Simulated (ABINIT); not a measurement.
PbS (Galena): relaxation of cell and atoms with PBE

The system is PbS (Galena).

```
Pb S
1.0
     0.00000    2.96575    2.96575
     2.96575    0.00000    2.96575
     2.96575    2.96575    0.00000
Pb S
1 1
Direct
  0.00000 0.00000 0.00000
  0.50000 0.50000 0.50000
```

| Item | Value |
| --- | --- |
| Program | ABINIT 10.8.3 (patched build) |
| Task | relaxation of cell and atoms |
| Functional | PBE |
| Potentials or basis | PseudoDojo NC SR PBE v0.4.1 standard |
| Cutoff | 653 eV |
| k mesh | 6 × 6 × 6 |
| Occupations | fermi-dirac, width 0.05 eV |
| Spin | no spin polarisation |
| Cell freedom (optcell) | 2 |
| Optimiser (ionmov) | 22 |
| Cutoff smearing ecutsm (Ha) | 0.5 |
| Force stop (Ha/bohr) | 2e-05 |

```yaml
Band_gap_on_the_k_mesh: 0.50 eV, direct
```

Run time: 54 s on 1 thread of Arm Neoverse V2, with other jobs on the host, peak memory 0.08 GiB.

Caveat: spin-orbit coupling is left out, which as a rule narrows the gap of such compounds by several tenths of an eV. A k mesh can miss the band edges.
